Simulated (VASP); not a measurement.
# Ge (Fd-3m) in VASP: phonons with r2SCAN

Aim: the phonons of Ge with r2SCAN.

Everything below comes from runs of VASP 6.6.1. Logs are shortened: lines on timing, memory, paths and dates and some standing lists are left out, and cuts for length are marked.

### Step 1. The crystal as given

The structure is cubic, space group Fd-3m (No. 227). Conventional cell: a = 5.658 Å, b = 5.658 Å, c = 5.658 Å, α = 90.00°, β = 90.00°, γ = 90.00°. Ge (site symmetry -43m) has 4 Ge at 2.45 Å as nearest neighbours.

### Step 2. Phonons, r2SCAN

POSCAR

```
Ge
1.0
    0.0000000000      2.8289100000      2.8289100000
    2.8289100000      0.0000000000      2.8289100000
    2.8289100000      2.8289100000      0.0000000000
Ge
2
Direct
    0.0000000000      0.0000000000      0.0000000000
    0.2500000000      0.2500000000      0.2500000000
```

INCAR.step1

```
SYSTEM = Ge
ALGO     = Normal         ! electronic algorithm
EDIFF    = 1E-8           ! SCF threshold, eV
EDIFFG   = -0.002         ! ionic threshold
ENCUT    = 600            ! plane-wave cutoff, eV
IBRION   = 2              ! ionic algorithm
ISIF     = 3              ! what is computed and relaxed
ISMEAR   = 0              ! smearing method
LASPH    = .TRUE.         ! aspherical terms in the spheres
LCHARG   = .FALSE.        ! write CHGCAR
LMIXTAU  = .TRUE.       
LREAL    = .FALSE.        ! projectors in reciprocal space
LWAVE    = .FALSE.        ! write WAVECAR
METAGGA  = R2SCAN         ! meta-GGA
NELM     = 100            ! most SCF steps
NSW      = 40             ! ionic steps
PREC     = Accurate       ! precision mode
SIGMA    = 0.02           ! smearing width, eV
```

INCAR.step2

```
SYSTEM = Ge
ALGO     = Normal         ! electronic algorithm
EDIFF    = 1E-8           ! SCF threshold, eV
ENCUT    = 600            ! plane-wave cutoff, eV
IBRION   = 6              ! ionic algorithm
ISIF     = 2              ! what is computed and relaxed
ISMEAR   = 0              ! smearing method
LASPH    = .TRUE.         ! aspherical terms in the spheres
LCHARG   = .FALSE.        ! write CHGCAR
LMIXTAU  = .TRUE.       
LREAL    = .FALSE.        ! projectors in reciprocal space
LWAVE    = .FALSE.        ! write WAVECAR
METAGGA  = R2SCAN         ! meta-GGA
NELM     = 100            ! most SCF steps
NFREE    = 2            
NSW      = 1              ! ionic steps
POTIM    = 0.015          ! step
PREC     = Accurate       ! precision mode
SIGMA    = 0.02           ! smearing width, eV
```

KPOINTS

```
k-points
0
G
  8 8 8
  0 0 0
```

Potentials or basis: VASP PAW PBE potentials, release 64 (Ge_d).

Launch:

```
> cat potpaw_PBE.64/Ge_d/POTCAR > POTCAR
> cp INCAR.step1 INCAR
> mpirun -np 1 vasp_std > vasp.out
> cp CONTCAR POSCAR
> cp INCAR.step2 INCAR
> mpirun -np 1 vasp_std > vasp.out
```

OUTCAR:

```text
SYSTEM = Ge
   EDIFF = 1E-8
   ENCUT = 600
   IBRION = 6
   ISIF = 2
   ISMEAR = 0
   LASPH = .TRUE.
   LREAL = .FALSE.
   METAGGA = R2SCAN
   NELM = 100
   NFREE = 2
   NSW = 1
   POTIM = 0.015
   PREC = Accurate

 ion  position               nearest neighbor table
   1  0.000  0.000  0.000-   2 2.46   2 2.46   2 2.46   2 2.46
   2  0.250  0.250  0.250-   1 2.46   1 2.46   1 2.46   1 2.46

  LATTYP: Found a face centered cubic cell.
 ALAT       =     5.6756785153

  Lattice vectors:

 A1 = (   0.0000000000,   2.8378392576,   2.8378392576)
 A2 = (   2.8378392576,   0.0000000000,   2.8378392576)
 A3 = (   2.8378392576,   2.8378392576,   0.0000000000)

Analysis of symmetry for initial positions (statically):
=====================================================================
 Subroutine PRICEL returns:
 Original cell was already a primitive cell.

 Routine SETGRP: Setting up the symmetry group for a
 face centered cubic supercell.

 Subroutine GETGRP returns: Found 48 space group operations
 (whereof 24 operations were pure point group operations)
 out of a pool of 48 trial point group operations.

The static configuration has the point symmetry T_d .
 The point group associated with its full space group is O_h .

Analysis of symmetry for dynamics (positions and initial velocities):
=====================================================================
 Subroutine PRICEL returns:
 Original cell was already a primitive cell.

 Routine SETGRP: Setting up the symmetry group for a
 face centered cubic supercell.

 Subroutine GETGRP returns: Found 48 space group operations
 (whereof 24 operations were pure point group operations)
 out of a pool of 48 trial point group operations.

The dynamic configuration has the point symmetry T_d .
 The point group associated with its full space group is O_h .

 Subroutine INISYM returns: Found 48 space group operations
 (whereof 24 operations are pure point group operations),
 and found     1 'primitive' translations

----------------------------------------------------------------------------------------

                                     Primitive cell

  volume of cell :      45.7081

  direct lattice vectors                    reciprocal lattice vectors
     0.000000000  2.837839258  2.837839258    -0.176190388  0.176190388  0.176190388
     2.837839258  0.000000000  2.837839258     0.176190388 -0.176190388  0.176190388
     2.837839258  2.837839258  0.000000000     0.176190388  0.176190388 -0.176190388

  length of vectors
     4.013310766  4.013310766  4.013310766     0.305170704  0.305170704  0.305170704

  position of ions in fractional coordinates (direct lattice)
     0.000000000  0.000000000  0.000000000
     0.250000000  0.250000000  0.250000000

  ion indices of the primitive-cell ions
   primitive index   ion index
                 1           1
                 2           2

----------------------------------------------------------------------------------------

 KPOINTS: k-points

Automatic generation of k-mesh.
 Grid dimensions read from file:
 generate k-points for:    8    8    8

 Generating k-lattice:

  Cartesian coordinates                     Fractional coordinates (reciprocal lattice)
    -0.022023799  0.022023799  0.022023799     0.125000000  0.000000000  0.000000000
     0.022023799 -0.022023799  0.022023799     0.000000000  0.125000000  0.000000000
     0.022023799  0.022023799 -0.022023799     0.000000000  0.000000000  0.125000000

  Length of vectors
     0.038146338  0.038146338  0.038146338
[... 59 lines left out ...]
   NFREE  =      2    steps in history (QN), initial steepest desc. (CG)
   ISIF   =      2    stress and relaxation
   ISYM   =      2    0-nonsym 1-usesym 2-fastsym
   POTIM  = 0.0150    time-step for ionic-motion
   TEBEG  =    0.0;   TEEND  =   0.0 temperature during run
   PSTRESS=    0.0 pullay stress
   NELECT =      28.0000    total number of electrons
   NUPDOWN=      -1.0000    fix difference up-down
   EMIN   =  10.00;   EMAX   =-10.00  energy-range for DOS
   EFERMI =   0.00;   METHOD = LEGACY
   ISMEAR =     0;   SIGMA  =   0.02  broadening in eV -4-tet -1-fermi 0-gaus
   EFERMI_NEDOS =   21; number of points for ismear=-14 and -15
   IALGO  =     38    algorithm
   IMIX   =      4    mixing-type and parameters
     AMIX     =   0.40;   BMIX     =  1.00
     AMIX_MAG =   1.60;   BMIX_MAG =  1.00
  volume/ion in A,a.u.               =      22.85       154.23
  Fermi-wavevector in a.u.,A,eV,Ry     =   1.390368  2.627414 26.301732  1.933123
  Thomas-Fermi vector in A             =   2.514310
   LORBIT       =      0    0 simple, 1 ext, 2 COOP (PROOUT), +10 PAW based schemes
   METAGGA = R2SCAN    functional components
   LHFCALC =     F    Hartree Fock is set to
   AEXX    =    0.0000 exact exchange contribution
   IVDW    =     0    specifies the selected vdW correction
   LEPSILON=     F    determine dielectric tensor
   LRPA    =     F    only Hartree local field effects (RPA)
 finite differences with symmetry
 non-spin polarized calculation
 Gauss-broadening in eV      SIGMA  =   0.02
  energy-cutoff  :      600.00
  volume of cell :       45.71
 maximum number of plane-waves:      1540
   NGX = 17   NGY = 17   NGZ = 17

--------------------------------------- Ionic step        1  -------------------------------------------

 number of electron      28.0000020 magnetization

 Free energy of the ion-electron system (eV)
  ---------------------------------------------------
  ext. energy  EPLUGINS =         0.00000000
  ---------------------------------------------------
  free energy    TOTEN  =       -27.73737166 eV

  energy without entropy =      -27.73737166  energy(sigma->0) =      -27.73737166

------------------------ aborting loop because EDIFF is reached ----------------------------------------

  FORCE on cell =-STRESS in cart. coord.  units (eV):
  Direction    XX          YY          ZZ          XY          YZ          ZX
  --------------------------------------------------------------------------------------
  -------------------------------------------------------------------------------------
  Total        0.0066293      0.0066293      0.0066293      0.0000000     -0.0000000     -0.0000000
  in kB        0.2323716      0.2323716      0.2323716      0.0000000     -0.0000000     -0.0000000
  external PRESSURE =       0.2323716 kB  Pullay stress =       0.0000000 kB
[... 59 lines left out ...]
--------------------------------------- Ionic step        3  -------------------------------------------

 number of electron      28.0000016 magnetization

 Free energy of the ion-electron system (eV)
  ---------------------------------------------------
  ext. energy  EPLUGINS =         0.00000000
  ---------------------------------------------------
  free energy    TOTEN  =       -27.73604643 eV

  energy without entropy =      -27.73604643  energy(sigma->0) =      -27.73604643

 E-fermi :   4.9404     XC(G=0): -10.7691

 val. band max:        4.7836961598   @ k =   0.0000   0.0000   0.0000
 cond. band min:       5.0237198757   @ k =   0.0000   0.0000   0.0000
 fundamental gap:      0.2400237159
 Fermi energy:         4.9403569372

 k-point     1 :       0.0000    0.0000    0.0000
  band No.  band energies     occupation
      1     -20.7749      2.00000
      2     -20.7717      2.00000
      3     -20.7681      2.00000
      4     -20.7329      2.00000
      5     -20.7328      2.00000
      6     -20.5223      2.00000
[... 481 lines left out ...]
      5     -20.6552      2.00000
      6     -20.6023      2.00000
[... 10 lines left out ...]
     17      10.8554      0.00000
     18      12.0783      0.00000

 [... further k-points ...]
[... 5 lines left out ...]
  --------------------------------------------------------------------------------------
  -------------------------------------------------------------------------------------
  Total        0.0040604      0.0089696      0.0089696      0.0000000     -0.1247266      0.0000000
  in kB        0.1423281      0.3144068      0.3144068      0.0000000     -4.3719613      0.0000000
  external PRESSURE =       0.2570473 kB  Pullay stress =       0.0000000 kB
[... 17 lines left out ...]
  FREE ENERGIE OF THE ION-ELECTRON SYSTEM (eV)
  ---------------------------------------------------
  free  energy   TOTEN  =       -27.7360464255 eV

  energy  without entropy=      -27.7360464255  energy(sigma->0) =      -27.73604643

 INTERNAL STRAIN TENSORS FROM DISPLACED ATOMS
 ============================================

 INTERNAL STRAIN TENSOR FOR ION    1 for displacements in x,y,z  (eV/Angst):
          X           Y           Z          XY          YZ          ZX
  --------------------------------------------------------------------------------
  x     0.00000     0.00000     0.00000     0.00000     8.29439     0.00000
  y     0.00000     0.00000     0.00000     0.00000     0.00000     8.29439
  z     0.00000     0.00000     0.00000     8.29439     0.00000     0.00000

 INTERNAL STRAIN TENSOR FOR ION    2 for displacements in x,y,z  (eV/Angst):
          X           Y           Z          XY          YZ          ZX
  --------------------------------------------------------------------------------
  x     0.00000     0.00000     0.00000     0.00000    -8.29439     0.00000
  y     0.00000     0.00000     0.00000     0.00000     0.00000    -8.29439
  z     0.00000     0.00000     0.00000    -8.29439     0.00000     0.00000

 Eigenvectors and eigenvalues of the dynamical matrix
 ----------------------------------------------------

   1 f  =    8.900909 THz    55.926061 2PiTHz  296.902368 cm-1    36.811185 meV
             X         Y         Z           dx          dy          dz
      0.000000  0.000000  0.000000     0.707107    0.000000    0.000000
      1.418920  1.418920  1.418920    -0.707107    0.000000    0.000000
[... 11 lines left out ...]
   4 f  =    0.000000 THz     0.000000 2PiTHz    0.000000 cm-1     0.000000 meV
             X         Y         Z           dx          dy          dz
      0.000000  0.000000  0.000000     0.707107    0.000000    0.000000
      1.418920  1.418920  1.418920     0.707107    0.000000    0.000000

   5 f/i=    0.000000 THz     0.000000 2PiTHz    0.000000 cm-1     0.000000 meV
             X         Y         Z           dx          dy          dz
      0.000000  0.000000  0.000000     0.000000   -0.500000    0.500000
      1.418920  1.418920  1.418920     0.000000   -0.500000    0.500000

   6 f/i=    0.000000 THz     0.000001 2PiTHz    0.000004 cm-1     0.000000 meV
             X         Y         Z           dx          dy          dz
      0.000000  0.000000  0.000000     0.000000    0.500000    0.500000
      1.418920  1.418920  1.418920     0.000000    0.500000    0.500000

 ELASTIC MODULI CONTR FROM IONIC RELAXATION (kBar)
 Direction    XX          YY          ZZ          XY          YZ          ZX
 --------------------------------------------------------------------------------
 XX           0.0000      0.0000      0.0000      0.0000      0.0000      0.0000
 YY           0.0000      0.0000      0.0000      0.0000      0.0000      0.0000
 ZZ           0.0000      0.0000      0.0000      0.0000      0.0000      0.0000
 XY           0.0000      0.0000      0.0000   -204.9050      0.0000      0.0000
 YZ           0.0000      0.0000      0.0000      0.0000   -204.9050      0.0000
 ZX           0.0000      0.0000      0.0000      0.0000      0.0000   -204.9050
 --------------------------------------------------------------------------------
```

Run time: 11 min. Hardware: 1 thread of AMD EPYC 9R45 (Zen 5), shared host; peak memory 0.26 GiB.

What came out:

| Quantity | Value |
| --- | --- |
| Relaxed volume | 22.85 Å³/atom |
| Relaxed cell | a = 4.013 Å, b = 4.013 Å, c = 4.013 Å, α = 60.00°, β = 60.00°, γ = 60.00° |
| Space group after relaxing (to 0.05 Å) | Fd-3m (No. 227) |
| Highest phonon frequency at Γ | 297 cm⁻¹ |

The path:
```
step  energy change (eV)  largest force (eV/Å)  pressure (GPa)  volume (Å³)
   1              0.0000                0.0000            0.72        45.28
   2             -0.0007                0.0000           -0.34        45.94
   3             -0.0009                0.0000            0.00        45.71
```

Final structure:
```
CELL_PARAMETERS angstrom
0.00000 2.83784 2.83784
2.83784 0.00000 2.83784
2.83784 2.83784 0.00000
ATOMIC_POSITIONS crystal
Ge 0.00000 0.00000 0.00000
Ge 0.25000 0.25000 0.25000
```

Phonon frequencies in cm⁻¹ (negative: imaginary):
```csv
q point,frequencies
"(0.000, 0.000, 0.000)",0 0 0 297 297 297
```

Caveat: the PAW data sets were made with another functional, which shifts forces and pressure a little.
